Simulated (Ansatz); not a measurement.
# MgS (F-43m) in Ansatz: a series of runs

The runs below take MgS through single point, equation of state, with PBEsol.

All numbers are computed with Ansatz 0.2.0; they aren't measurements. Logs are shortened: lines on timing, memory, paths and dates and some standing lists are left out, and cuts for length are marked.

**1. The crystal as given**

The structure is cubic, space group F-43m (No. 216). Conventional cell: a = 5.666 Å, b = 5.666 Å, c = 5.666 Å, α = 90.00°, β = 90.00°, γ = 90.00°. S (site symmetry -43m) is surrounded by 4 Mg at 2.45 Å. Around Mg (site symmetry -43m) lie 4 S at 2.45 Å.

The cell comes from a database or a generator and needn't be the stable form of this composition.

**2. Single point, PBEsol, 21.38 Å³/atom (volume scaled by 0.94)**

File input.yaml:

```yaml
crystal:
  lattice:
    - [0.0, 2.7752850422, 2.7752850422]
    - [2.7752850422, 0.0, 2.7752850422]
    - [2.7752850422, 2.7752850422, 0.0]
  atoms:
    - { symbol: S, position: [0.25, 0.25, 0.25] }
    - { symbol: Mg, position: [0.0, 0.0, 0.0] }
hamiltonian:
  xc: pbesol
  pseudopotentials: { kind: paw, source: jth, xc_functional: pbe }
kpoints:
  mp_grid: { grid: [8, 8, 8] }
scf:
  occupations: { method: fermi_dirac, width: 0.05 }
output:
  forces: true
  stress: true
  eigenvalues: true
```

Potentials or basis: JTH PAW.

On the command line:

```
ansatz run input.yaml --threads 2 --pin off --max-ram 5632MiB --backend cpu --events-out ev --progress --plain --runs-dir out
```

Standard output:

```text
Warning: the checks of this S dataset prove no rule for summing its radial tables, as where they were carried onto another mesh than they were made on, and Gregory's rule is taken, under which a leading mesh point left out moves its sums only by what lay on the interval it spanned. That does not make them correct, and they differ from Quantum ESPRESSO's on this file; a re-export a fraction of a mesh step off can move them. hamiltonian.pseudopotentials.radial_quadrature: simpson_from_first_knot sums it by `pw.x`'s rule; on a PAW file no value gives `pw.x`'s numbers. What more to know: hamiltonian.pseudopotentials.radial_quadrature, in the input reference
Warning: the checks of this Mg dataset prove no rule for summing its radial tables, as where they were carried onto another mesh than they were made on, and Gregory's rule is taken, under which a leading mesh point left out moves its sums only by what lay on the interval it spanned. That does not make them correct, and they differ from Quantum ESPRESSO's on this file; a re-export a fraction of a mesh step off can move them. hamiltonian.pseudopotentials.radial_quadrature: simpson_from_first_knot sums it by `pw.x`'s rule; on a PAW file no value gives `pw.x`'s numbers. What more to know: hamiltonian.pseudopotentials.radial_quadrature, in the input reference
Warning: RAYON_NUM_THREADS=2 ignored (pool sized by the plan → 2); use --threads N
Engine: ansatz 0.2.0, x86_64-unknown-linux-gnu
Pseudopotentials: kind: paw
Pseudopotential: S, paw, valence charge 6, recommended cutoff 780 eV (normal), S.paw.azcp
Pseudopotential: Mg, paw, valence charge 10, recommended cutoff 900 eV (normal), Mg.paw.azcp
Functional definition: PBEsol
  exchange = pbesol_x
  correlation = pbesol_c
Crystal: 2 atoms, lattice volume = 42.752 Å³
Basis set: ecut = 900 eV, 2685 PW (Γ), exchange–correlation on 80×80×80 points (8 copies of the dense FFT grid, shifted against one another)
Bands: 12, of which v1, the nominal top of the filled ones, is band 8 counted from 1 (7 counted from 0)
Symmetry: 24 space group operations
Space group: F-43m (ITA 216), of the structure as read, at distance tolerance 3.5e-5 Å
k-points: 29 of 512 (time reversal used)
Non-local potential: S, projectors of the file, l = 0: 2, l = 1: 2
Non-local potential: Mg, projectors of the file, l = 0: 2, l = 1: 2
PAW form: soft (Blöchl's): semilocal exchange-correlation on the pseudo side does not see the compensation charge
PAW frozen core: S, regenerated for the run's functional, and the local potential with it (the file was generated under x = pbe(κ = 0.804, μ = 0.2195149727645171), c = pbe(β = 0.06672455060314922))
PAW frozen core: Mg, regenerated for the run's functional, and the local potential with it (the file was generated under x = pbe(κ = 0.804, μ = 0.2195149727645171), c = pbe(β = 0.06672455060314922))
PAW one-centre angular grid: S, 110 points (default); XC on 64 Gauss nodes
PAW one-centre angular grid: Mg, 110 points (default); XC on 64 Gauss nodes
Initial density: superposition of atomic densities (chi_scale 0.1, normalization cell, long waves kept (reshape's long-wave potential 0.00 eV rms))
Initial wavefunctions: pseudopotential atomic-orbital guess
Functional: x = pbesol(κ = 0.804, μ = 0.12345679012345678), c = pbesol(β = 0.046)
SCF iter   1: F=—  HF=-2799.861540 eV  |F-HF|=—  |Δ(HF+E_count)|=         —  Δρ=5.08e-2  dr2=5.91e-1  ethr=3.10e-3  ⟨swp⟩=8.0  Hψ=3002  notcnv=0
preconditioner: auto → none  [insulator: Δε(μ)=3.564 eV  Ē_g=11.346 eV  σ=0.050 eV  W_gap=1.00  n_scr=14 (ndim 8)  ℏωp=16.1 eV  f_vac=0.002  D(μ)=0.00/eV (n_scr^D=0)  ε∞_Penn≈3.0]
SCF iter   2: F=—  HF=-2799.675666 eV  |F-HF|=—  |Δ(HF+E_count)|=   1.86e-1  Δρ=2.32e-2  dr2=1.10e-1  ethr=3.10e-3  ⟨swp⟩=2.0  Hψ=696  notcnv=0
SCF iter   3: F=—  HF=-2799.652305 eV  |F-HF|=—  |Δ(HF+E_count)|=   2.34e-2  Δρ=2.24e-3  dr2=1.22e-3  ethr=6.89e-4  ⟨swp⟩=3.3  Hψ=586  notcnv=0
SCF iter   4: F=—  HF=-2799.652686 eV  |F-HF|=—  |Δ(HF+E_count)|=   3.81e-4  Δρ=5.25e-4  dr2=9.69e-5  ethr=7.63e-6  ⟨swp⟩=2.0  Hψ=475  notcnv=0
SCF iter   5: F=—  HF=-2799.652701 eV  |F-HF|=—  |Δ(HF+E_count)|=   1.49e-5  Δρ=1.60e-4  dr2=1.68e-5  ethr=6.05e-7  ⟨swp⟩=2.5  Hψ=556  notcnv=0
SCF iter   6: F=—  HF=-2799.652699 eV  |F-HF|=—  |Δ(HF+E_count)|=   1.44e-6  Δρ=6.35e-5  dr2=2.56e-6  ethr=1.05e-7  ⟨swp⟩=2.1  Hψ=428  notcnv=0
SCF iter   7: F=—  HF=-2799.652699 eV  |F-HF|=—  |Δ(HF+E_count)|=   2.07e-7  Δρ=1.49e-5  dr2=1.47e-7  ethr=1.60e-8  ⟨swp⟩=2.0  Hψ=436  notcnv=0
SCF iter   8: F=-2799.652699 eV  HF=-2799.652699 eV  |F-HF|=1.17e-9  |Δ(HF+E_count)|=   1.77e-8  Δρ=1.80e-6  dr2=1.53e-9  ethr=6.25e-10  ⟨swp⟩=8.0  Hψ=2056  notcnv=0
SCF 1 converged in 8 iterations: F = -2799.652699 eV  dr2 = 1.53e-9
SCF converged after 8 iterations
Free energy (F): -2799.652699 eV
Harris-Foulkes:  -2799.652699 eV  (|F-HF|=1.17e-9)
Internal energy: -2799.652699 eV  (E = F + TS)
E sigma→0 (E₀):  -2799.652699 eV
Fermi energy:    5.845244 eV
--- Per-component energies (eV) ---
  E_band       = -353.174546
  E_kinetic    = 218.248610
  E_local      = -1477.623727  (includes V_loc(G=0)·N_el)
  E_nonlocal   = -294.685952
  E_hartree    = 505.348522
  E_xc         = -133.088684
  E_vxc        = -146.594773  (∫ρ·V_xc dr)
  E_paw        = -684.330582  (= ΣΔE_a)
  E_vpaw       = 336.784414  (= ΣTr[D̂ρ^β])
  E_aug_tail   = -0.000292  (compensation charges beyond the density's cutoff)
  E_ewald      = -933.641402
  E_core_change = 0.120808  (= ΣΔE_core)
  E_smearing   = -0.000000  (= −TS)
  E_closure    = -0.000000  (closes the sum)
  Σ components = -2799.652699   (vs F -2799.652699, Δ=0.00e0)
--- Forces (eV/Å), atoms counted from 1 ---
  atom   1  S     -0.00000000     0.00000000     0.00000000
  atom   2  Mg     0.00000000    -0.00000000    -0.00000000
  max |Σ_I F_I| component: 8.33e-17 eV/Å
--- Stress (GPa, compression-positive) ---
        3.476225       0.000000      -0.000000
        0.000000       3.476225       0.000000
       -0.000000       0.000000       3.476225
  P = ⅓ Tr σ = 3.4762 GPa (34.762 kbar)
--- Band table (eV; the first three rows and the last of 29) ---
  k-point 0: bands = ["-69.1693", "-36.1135", "-36.1135", "-36.1135", "-7.4687", "4.0016", "4.0016", "4.0016", "7.5875", "11.9847", "11.9847", "11.9847"]
  k-point 1: bands = ["-69.1693", "-36.1140", "-36.1135", "-36.1135", "-7.3688", "3.2697", "3.9450", "3.9450", "8.2748", "11.8149", "12.1720", "12.1720"]
  k-point 2: bands = ["-69.1692", "-36.1153", "-36.1137", "-36.1137", "-7.1083", "2.0089", "3.8175", "3.8175", "9.1127", "11.9166", "12.1771", "12.1771"]
  k-point 28: bands = ["-69.1691", "-36.1164", "-36.1155", "-36.1148", "-6.4102", "1.5697", "1.9811", "2.5446", "9.4095", "12.1222", "12.2325", "12.6318"]
```

It took 1.7 s on 2 threads of Intel Xeon 6975P-C (Granite Rapids), shared host; peak memory 0.37 GiB.

Results:

```
Free energy            : -2799.6527 eV
Pressure               : 3.5 GPa
Band gap on the k mesh : 3.59 eV, direct
```

**3. Single point, PBEsol, 21.83 Å³/atom (volume scaled by 0.96)**

input.yaml: that of step 2 with these lines changed.

```diff
@@ -2,5 +2,5 @@
   lattice:
-    - [0.0, 2.7752850422, 2.7752850422]
-    - [2.7752850422, 0.0, 2.7752850422]
-    - [2.7752850422, 2.7752850422, 0.0]
+    - [0.0, 2.794829947, 2.794829947]
+    - [2.794829947, 0.0, 2.794829947]
+    - [2.794829947, 2.794829947, 0.0]
   atoms:
```

Potentials or basis: JTH PAW.

On the command line:

```
ansatz run input.yaml --threads 2 --pin off --max-ram 5632MiB --backend cpu --events-out ev --progress --plain --runs-dir out
```

Wall time 1.6 s (2 threads of Intel Xeon 6975P-C (Granite Rapids), shared host); peak memory 0.36 GiB.

It converged, with:

```
Free energy            : -2799.6683 eV
Pressure               : 2.0 GPa
Band gap on the k mesh : 3.48 eV, direct
```

**4. Single point, PBEsol, 22.29 Å³/atom (volume scaled by 0.98)**

input.yaml: that of step 3 with these lines changed.

```diff
@@ -2,5 +2,5 @@
   lattice:
-    - [0.0, 2.794829947, 2.794829947]
-    - [2.794829947, 0.0, 2.794829947]
-    - [2.794829947, 2.794829947, 0.0]
+    - [0.0, 2.8141052454, 2.8141052454]
+    - [2.8141052454, 0.0, 2.8141052454]
+    - [2.8141052454, 2.8141052454, 0.0]
   atoms:
```

On the command line:

```
ansatz run input.yaml --threads 2 --pin off --max-ram 5632MiB --backend cpu --events-out ev --progress --plain --runs-dir out
```

Wall time 1.7 s (2 threads of Intel Xeon 6975P-C (Granite Rapids), shared host); peak memory 0.37 GiB.

Results (log left out):

```
Free energy            : -2799.6760 eV
Pressure               : 0.7 GPa
Band gap on the k mesh : 3.38 eV, direct
```

**5. Single point, PBEsol, 22.74 Å³/atom**

input.yaml: that of step 4 with these lines changed.

```diff
@@ -2,5 +2,5 @@
   lattice:
-    - [0.0, 2.8141052454, 2.8141052454]
-    - [2.8141052454, 0.0, 2.8141052454]
-    - [2.8141052454, 2.8141052454, 0.0]
+    - [0.0, 2.8331200468, 2.8331200468]
+    - [2.8331200468, 0.0, 2.8331200468]
+    - [2.8331200468, 2.8331200468, 0.0]
   atoms:
```

On the command line:

```
ansatz run input.yaml --threads 2 --pin off --max-ram 5632MiB --backend cpu --events-out ev --progress --plain --runs-dir out
```

Wall time 2.3 s (2 threads of Intel Xeon 6975P-C (Granite Rapids), shared host); peak memory 0.38 GiB.

It converged, with:

| Property | Result |
| --- | --- |
| Free energy | -2799.6768 eV |
| Pressure | -0.5 GPa |
| Band gap on the k mesh | 3.28 eV, direct |

**6. Single point, PBEsol, 23.20 Å³/atom (volume scaled by 1.02)**

input.yaml: that of step 5 with these lines changed.

```diff
@@ -2,5 +2,5 @@
   lattice:
-    - [0.0, 2.8331200468, 2.8331200468]
-    - [2.8331200468, 0.0, 2.8331200468]
-    - [2.8331200468, 2.8331200468, 0.0]
+    - [0.0, 2.851882978, 2.851882978]
+    - [2.851882978, 0.0, 2.851882978]
+    - [2.851882978, 2.851882978, 0.0]
   atoms:
```

Potentials or basis: JTH PAW.

On the command line:

```
ansatz run input.yaml --threads 2 --pin off --max-ram 5632MiB --backend cpu --events-out ev --progress --plain --runs-dir out
```

It took 2 s on 2 threads of Intel Xeon 6975P-C (Granite Rapids), shared host; peak memory 0.37 GiB.

It converged, with:

* Free energy: -2799.6711 eV
* Pressure: -1.5 GPa
* Band gap on the k mesh: 3.19 eV, direct

**7. Single point, PBEsol, 23.65 Å³/atom (volume scaled by 1.04)**

input.yaml: that of step 6 with these lines changed.

```diff
@@ -2,5 +2,5 @@
   lattice:
-    - [0.0, 2.851882978, 2.851882978]
-    - [2.851882978, 0.0, 2.851882978]
-    - [2.851882978, 2.851882978, 0.0]
+    - [0.0, 2.8704022176, 2.8704022176]
+    - [2.8704022176, 0.0, 2.8704022176]
+    - [2.8704022176, 2.8704022176, 0.0]
   atoms:
```

On the command line:

```
ansatz run input.yaml --threads 2 --pin off --max-ram 5632MiB --backend cpu --events-out ev --progress --plain --runs-dir out
```

Wall time 1.8 s (2 threads of Intel Xeon 6975P-C (Granite Rapids), shared host); peak memory 0.38 GiB.

The run converged. Its results:

```
Free energy            : -2799.6598 eV
Pressure               : -2.5 GPa
Band gap on the k mesh : 3.09 eV, direct
```

**8. Single point, PBEsol, 24.10 Å³/atom (volume scaled by 1.06)**

input.yaml: that of step 7 with these lines changed.

```diff
@@ -2,5 +2,5 @@
   lattice:
-    - [0.0, 2.8704022176, 2.8704022176]
-    - [2.8704022176, 0.0, 2.8704022176]
-    - [2.8704022176, 2.8704022176, 0.0]
+    - [0.0, 2.8886855272, 2.8886855272]
+    - [2.8886855272, 0.0, 2.8886855272]
+    - [2.8886855272, 2.8886855272, 0.0]
   atoms:
```

On the command line:

```
ansatz run input.yaml --threads 2 --pin off --max-ram 5632MiB --backend cpu --events-out ev --progress --plain --runs-dir out
```

Wall time 1.8 s (2 threads of Intel Xeon 6975P-C (Granite Rapids), shared host); peak memory 0.39 GiB.

It converged, with:

```yaml
Free_energy: -2799.6432 eV
Pressure: -3.3 GPa
Band_gap_on_the_k_mesh: 3.01 eV, direct
```

**9. Equation of state, PBEsol**

Potentials or basis: JTH PAW.

No new run: the results of the series are fitted here.

What came out:

```
Equilibrium volume                      : 22.56 Å³/atom
Bulk modulus                            : 58 GPa
Pressure derivative of the bulk modulus : 4.1
```

Energy against volume, from the lowest point:
| volume (Å³/atom) | energy (meV/atom) |
| --- | --- |
| 21.376 | 12.03 |
| 21.831 | 4.25 |
| 22.285 | 0.37 |
| 22.740 | 0.00 |
| 23.195 | 2.81 |
| 23.650 | 8.49 |
| 24.105 | 16.77 |
